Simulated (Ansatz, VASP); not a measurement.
**Two plane-wave programs on CuAu3**

INCAR

```
  ALGO = Normal
  EDIFF = 1E-7
  ENCUT = 520
  GGA = PS
  ISIF = 2
  ISMEAR = -1
  LASPH = T
  LCHARG = F
  LREAL = F
  LWAVE = F
  NBANDS = 30
  NELM = 60
  PREC = Accurate
  SIGMA = 0.05
```

Contents of KPOINTS:

```
k-points
0
Gamma
  7 7 7
```

The input POSCAR:

```
CuAu3
1.0
    4.0323744272      0.0000000000      0.0000000000
    0.0000000000      4.0323744272      0.0000000000
    0.0000000000      0.0000000000      4.0323744272
Au Cu
3 1
Direct
    0.5000000000      0.5000000000      0.0000000000
    0.5000000000      0.0000000000      0.5000000000
    0.0000000000      0.5000000000      0.5000000000
    0.0000000000      0.0000000000      0.0000000000
```

The input input.yaml:

```yaml
crystal:
  lattice:
    - [4.0323744272, 0.0, 0.0]
    - [0.0, 4.0323744272, 0.0]
    - [0.0, 0.0, 4.0323744272]
  atoms:
    - { symbol: Au, position: [0.5, 0.5, 0.0] }
    - { symbol: Au, position: [0.5, 0.0, 0.5] }
    - { symbol: Au, position: [0.0, 0.5, 0.5] }
    - { symbol: Cu, position: [0.0, 0.0, 0.0] }
hamiltonian:
  xc: pbesol
  pseudopotentials: { kind: paw }
kpoints:
  mp_grid: { grid: [7, 7, 7] }
scf:
  occupations: { method: fermi_dirac, width: 0.05 }
output:
  forces: true
  stress: true
  eigenvalues: true
  write_density: true
  write_potential: true
  elf: true
  volumetric_format: npy
```

Change from the starting cell: volume scaled by 1.04.

Alike in both runs: task single point; functional PBEsol; k mesh 7 × 7 × 7; occupations fermi-dirac, width 0.05 eV; no spin polarisation.

```csv
,VASP,Ansatz
version,VASP 6.6.1,Ansatz 0.2.0
potentials or method,"VASP PAW PBE potentials, release 64 (Au, Cu)",Ansatz PAW
plane-wave cutoff (eV),520,420
valence electrons in the cell,44,76
```

Ansatz gave:

- gap on the k mesh at the Fermi level (eV): none
- pressure (GPa): -6.9

Q: Estimate VASP's values.

A: gap on the k mesh at the Fermi level (eV): none; pressure (GPa): -7.0.

A gap of «none» marks a metal or a gap that the smearing closes. The two sets of potentials don't hold the same shells in valence.

Caveats: the PAW data sets were made with another functional, which shifts forces and pressure a little (VASP); the PAW data sets come from PBE, with cores solved anew for the run's functional, which leaves a small shift of forces and pressure (Ansatz). The runs have no spin-orbit coupling, so splittings on Au are missing.
